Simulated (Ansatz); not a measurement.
## Co under changes of volume

One of the cells (10.886 Å³/atom); the others are scaled copies at fixed shape and fractional positions:

```xyz
2
Lattice="2.4874 0.0000 0.0000 -1.2437 2.1541 0.0000 0.0000 0.0000 4.0633" Properties=species:S:1:pos:R:3 pbc="T T T"
Co    0.0000    1.4361    3.0074
Co    1.2437    0.7180    1.0559
```

| Quantity | Value |
| --- | --- |
| Program | Ansatz 0.2.0 |
| Functional | LDA |
| Potentials or basis | Ansatz PAW |
| Cutoff | 420 eV (not typed: the program's choice for these potentials) |
| k mesh | 12 × 12 × 7 |
| Occupations | fermi-dirac, width 0.05 eV |
| Spin | collinear spin, ferromagnetic start |
| Starting moments | [2.0, 2.0] μB |

```tsv
volume (Å³/atom)	energy over the lowest point (meV/atom)	pressure (GPa)	moment (μB per cell)	largest force (eV/Å)
10.233	0.00	-5.1	3.02	0.632
10.450	10.59	-9.9	3.06	0.553
10.668	?	?	?	?
10.886	48.80	-17.7	3.17	0.408
11.103	75.11	-21.0	3.22	0.345
11.321	105.62	-23.9	3.26	0.288
11.539	139.90	-26.5	3.29	0.237
```

Question: What does the run at 10.668 Å³/atom give?

Answer: Energy over the lowest point 27.14 meV/atom; pressure -14.1 GPa; moment 3.12 μB per cell; largest force 0.477 eV/Å.

Worked out: A Birch-Murnaghan fit of order 3 (a polynomial in V^(-2/3)) to the other rows has its minimum at 10.00 Å³/atom, just outside them, with B0 = V·E''(V) = 251 GPa and B' = 4.3 at fixed shape and positions, which overstates the stiffness. It gives 27.08 meV/atom at 10.668 Å³/atom, against the run's 27.14, and -dE/dV = -14.1 GPa, against -14.1. A parabola through the other rows of the moment, of slope 0.232 μB per Å³/atom there, gives 3.12 μB, against the run's 3.12.

Energies are extrapolated to zero smearing.

Caveats: the PAW data sets come from PBE, with cores solved anew for the run's functional, which leaves a small shift of forces and pressure.
